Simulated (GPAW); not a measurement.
## free-standing square Co monolayer, spacing 2.8 A: from the magnetic state to anisotropy

Aim: the anisotropy of free-standing square Co monolayer, spacing 2.8 A from the Kohn–Sham states of one collinear run.

Method: LDA; plane waves with GPAW's PAW setups, scalar-relativistic, in GPAW 26.7.0.

Report form: the programs' logs are mostly left out.

### 1. The structure

The cell holds 1 atom: 1 Co. Cell: a = 2.800 Å, b = 2.800 Å, c = 14.000 Å, α = 90.0°, β = 90.0°, γ = 90.0°. model lattice. Vacuum lies along c.

### 2. The magnetic state

All later steps read the density of this run.

The input, order1.py:

```python
import json
import numpy as np
from ase import Atoms
from ase.parallel import paropen, parprint
from gpaw import GPAW

atoms = Atoms(['Co'],
    cell=[[2.8, 0.0, 0.0],
         [0.0, 2.8, 0.0],
         [0.0, 0.0, 14.0]],
    scaled_positions=[[0.0, 0.0, 0.5]],
    pbc=True,
    magmoms=[2.0])
atoms.calc = GPAW(mode={'name': 'pw', 'ecut': 550},
    xc='LDA',
    kpts={'size': (10, 10, 1), 'gamma': True},
    occupations={'name': 'fermi-dirac', 'width': 0.05},
    convergence={'density': 1e-05, 'energy': 1e-05},
    maxiter=200,
    txt='order1.txt')
e = atoms.get_potential_energy(force_consistent=True)
res = {'free_energy': e, 'energy_sigma0': atoms.get_potential_energy(), 'fermi_energy': atoms.calc.get_fermi_level()}
res['moments'] = atoms.get_magnetic_moments().tolist()
res['total'] = atoms.get_magnetic_moment()
parprint('site moments (muB):', np.round(res['moments'], 3))
parprint(f"total moment: {res['total']:.3f} muB")
parprint(f'free energy: {e:.6f} eV')
atoms.calc.write('order1.gpw')
with paropen('results.json', 'w') as f:
    json.dump(res, f)
```

The run is started by

```
OMP_NUM_THREADS=1 python3 order1.py > order1.log
```

Elapsed: 22 s, on 1 MPI rank of Intel Xeon Platinum 8259CL at 2.50GHz (Skylake/Cascade Lake), shared host; peak memory 0.2 GiB.

This step gave:

```yaml
magnetization: 2.211 μB
final_state: ferromagnetic
largest_moment: 2.093 μB
```

After 13 cycles the largest moment stands at 2.09 μB.

### 3. More states at fixed density

The steps that follow sum over empty states, which the ground-state run does not converge; 10 states a spin are converged here at the frozen density and written with their wave functions.

It starts from the saved density of the lowest of the states tried.

The input, nscf.py:

```python
from gpaw import GPAW

calc = GPAW('order1.gpw').fixed_density(
    kpts={'size': (10, 10, 1), 'gamma': True},
    nbands=14,
    convergence={'bands': 10, 'eigenstates': 1e-9},
    parallel={'domain': 1},
    txt='nscf.txt')
calc.write('nscf.gpw', mode='all')
```

The run is started by

```
OMP_NUM_THREADS=1 python3 nscf.py > nscf.log
```

It took 36 s on 1 MPI rank; peak memory 0.23 GiB.

### 4. Energy against the direction of the moments

Spin–orbit coupling is added in the basis of the saved states for each direction of the moments. The change in the band energy is the anisotropy energy, with no new self-consistent run.

The input, anisotropy.py:

```python
import json
import numpy as np
from ase.parallel import paropen, parprint
from gpaw import GPAW
from gpaw.spinorbit import soc_eigenstates

calc = GPAW('nscf.gpw')
angles = [[0.0, 0.0], [90.0, 0.0], [90.0, 90.0], [90.0, 45.0], [54.7356, 45.0], [45.0, 0.0]]  # theta, phi in degrees
res = {'rows': []}
for scale in [1.0]:
    e0 = None
    for theta, phi in angles:
        soc = soc_eigenstates(calc, n2=10, scale=scale, theta=theta, phi=phi)
        e = soc.calculate_band_energy()
        e0 = e if e0 is None else e0
        orbital = soc.get_orbital_magnetic_moments()
        res['rows'].append([scale, theta, phi, 1000 * (e - e0), orbital.tolist()])
        parprint(f'scale {scale} theta {theta:6.1f} phi {phi:6.1f}  dE = {1000 * (e - e0):9.4f} meV  |L| =', np.round(np.linalg.norm(orbital, axis=1), 4))
with paropen('results.json', 'w') as f:
    json.dump(res, f)
```

The run is started by

```
OMP_NUM_THREADS=1 python3 anisotropy.py > anisotropy.log
```

Run time: 4.2 s. Hardware: 1 MPI rank; peak memory 0.15 GiB.

Theta from the Cartesian z axis, phi from x; spin up lies along the direction. Anisotropy, by row:

```csv
spin-orbit scale,theta (degrees),phi (degrees),band energy less that along z (meV a cell),orbital moment of atom 1 along the direction (μB),sum of orbital moments along the direction (μB a cell)
1,0,0,0,0.243,0.243
1,90,0,-3.091,0.4138,0.4138
1,90,90,-3.091,0.4138,0.4138
1,90,45,-3.069,0.4126,0.4126
1,54.74,45,-2.06,0.3571,0.3571
1,45,0,-1.555,0.3292,0.3292
```

### 5. Results

```
state                              : ferromagnetic
largest site moment                : 2.09 μB
spread of the directions' energies : 3.09 meV a cell
easiest direction tried            : the plane normal to z
```

What this shows: About the ferromagnetic state the directions differ by 3.09 meV a cell, with the plane normal to z easiest. The anisotropy comes from the force theorem at a frozen potential; it needs a check on a finer mesh, and shape anisotropy is not in it.

[Logs and program files are shortened in this print: banners, set-up blocks, solver, clock and traceback lines can be left out without a mark of their own.]

[Logs are printed without paths, hosts, clocks, repeated set-up lines and the standing remarks that a program may print on its own settings, such as how far it seeks lower states.]

[Hosts, paths, dates, database ids (printed as entryN), source tags and the programs' standing remarks are cut or masked in the printed files.]

[Where a cell is said to come from a database of computed structures, the database is the Materials Project.]
